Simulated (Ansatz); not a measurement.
Method: DFT PBE, scalar-relativistic, plane waves, PAW (Ansatz 0.2.0). All cells share a 420 eV cutoff and Γ-centred k meshes spaced at most about 0.3 Å⁻¹ (about 0.25 or finer for metals, 2π included). No spin polarisation in the final relaxations.

Temperature and zero-point effects are left out.

Two forms of Si₄C were relaxed alike.

1.

```xyz
10
Lattice="2.8793 0.0000 0.0000 -1.4396 2.4935 0.0000 0.0000 0.0000 21.8209" Properties=species:S:1:pos:R:3 pbc="T T T"
Si    0.0000    1.6624   18.7421
Si    0.0000    1.6624    1.0845
Si    0.0000    1.6624    5.2231
Si    0.0000    1.6624    7.6441
Si    1.4396    0.8312   16.5978
Si    1.4396    0.8312   20.7364
Si    1.4396    0.8312    3.0788
Si    1.4396    0.8312   14.1768
C     0.0000    1.6624   15.4701
C     1.4396    0.8312    6.3508
```

2.

```xyz
5
Lattice="-3.2697 3.2697 1.4559 3.2697 -3.2697 1.4559 3.2697 3.2697 -1.4559" Properties=species:S:1:pos:R:3 pbc="T T T"
Si    0.0000    1.7425    1.4559
Si    3.2697    1.5272    0.0000
Si    1.7425    0.0000    1.4559
Si    1.5272    3.2697    0.0000
C     0.0000    0.0000    0.0000
```

Question: Which would you expect to be lower, and how large is the difference?

Answer: Cell 1 is lower, by 170 meV/atom. Cell 1 has space group P-3m1 (No. 164), 15.7 Å³/atom and no gap on its mesh; cell 2 has space group I4/mmm (No. 139), 12.5 Å³/atom and no gap. Counting Si atoms around C (those within 1.25 times the shortest such distance or 1.15 times the sum of covalent radii; the shortest distance is added where it is long for a bond), cell 1 has C 6 and cell 2 has C 8 from 2.3 Å. Cell 1 holds Si–Si pairs (shortest 2.42 Å); cell 2 holds Si–Si bonds in all directions (shortest 2.46 Å). Even the lower one lies +0.68 eV/atom against the reference forms of the elements (uncorrected), so neither is stable at this level. In cell 1, around Si on its first site lie 6 Si at 2.60–2.71 Å, 6 Si at 2.88 Å and 1 C at 3.27 Å; around Si on its second site lie 12 Si at 2.60–2.88 Å; C is surrounded by 6 Si at 2.01–2.11 Å, 6 C at 2.88 Å and 1 Si at 3.27 Å; 2 more sites not described. In cell 2, around Si lie 2 C at 2.27 Å and 6 Si at 2.46–2.60 Å; around C lie 8 Si at 2.27 Å. Both come from invented guesses. A third cell relaxed alike, in P-6m2, lies 0.32 eV/atom below the lower of the two.

Weakly bound directions are ill-defined at this level, which has no dispersion term (P-3m1), and this can change margins and order among such cells. Cells relaxed within their symmetry can be saddle points.
